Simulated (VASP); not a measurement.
A run of VASP 6.6.1 is set up as follows.

run.py

```python
from ase.calculators.vasp import Vasp
from ase.dft.bandgap import bandgap
from ase.io import read

atoms = read('POSCAR')
calc = Vasp(
    directory='calc',
    xc='pbe',
    pp='PBE',
    setups='materialsproject',
    prec='Accurate',
    encut=520,
    ediff=1e-06,
    ismear=1,
    sigma=0.1,
    lreal=False,
    lasph=True,
    nelm=60,
    algo='Fast',
    isif=2,
    lwave=False,
    lcharg=True,
    kpts=[10, 10, 10],
    gamma=True,
    nbands=13,
)
atoms.calc = calc

print('energy (eV):', atoms.get_potential_energy())
print('free energy (eV):', atoms.get_potential_energy(force_consistent=True))
efermi = calc.get_fermi_level()
print('Fermi level (eV):', efermi)
path = atoms.cell.bandpath(npoints=60, eps=1e-4)
print('path:', path.path)
calc.set(kpts=path.kpts, reciprocal=True, icharg=11, isym=0, lcharg=False)
calc.calculate(atoms)
print('gap on the path (eV):', bandgap(calc, efermi=efermi)[0])
print('direct gap on the path (eV):', bandgap(calc, efermi=efermi, direct=True)[0])
```

POSCAR

```
Sn
1.0
   -1.9195843076      1.9195843076      1.9195843076
    1.9195843076     -1.9195843076      1.9195843076
    1.9195843076      1.9195843076     -1.9195843076
Sn
1
Direct
    0.0000000000      0.0000000000      0.0000000000
```

Potentials or basis: VASP PAW PBE potentials, release 64 (Sn_d).

The run is started by

```bash
$ python run.py
```

Question: Predict the band gap along the path.

Answer: None (metal or under the smearing width).

Levels at the corners of the path, in eV from the Fermi level:
```csv
point,band 3,band 4,band 5,band 6,band 7,band 8,band 9,band 10,band 11,band 12
Γ,-21.50,-21.38,-21.38,-10.76,7.65,7.65,7.65,12.08,12.08,12.09
H,-21.32,-21.32,-21.32,-2.65,-0.39,-0.39,-0.39,3.89,3.89,18.03
N,-21.39,-21.39,-21.31,-6.33,-4.17,3.52,5.34,7.78,8.16,14.66
Γ,-21.50,-21.38,-21.38,-10.76,7.65,7.65,7.65,12.08,12.08,12.08
P,-21.44,-21.38,-21.38,-5.15,-1.31,-1.31,-1.31,17.38,17.38,17.38
H,-21.32,-21.32,-21.32,-2.65,-0.39,-0.39,-0.39,3.89,3.89,18.03
P,-21.44,-21.38,-21.38,-5.15,-1.31,-1.31,-1.31,17.38,17.38,17.38
N,-21.39,-21.39,-21.31,-6.33,-4.17,3.52,5.34,7.78,8.16,14.66
```

Caveat: the log is that of the step along the path at fixed density, whose energy, stress, charges and moments have no meaning; spin-orbit coupling is left out, which moves the levels of the heavy elements.
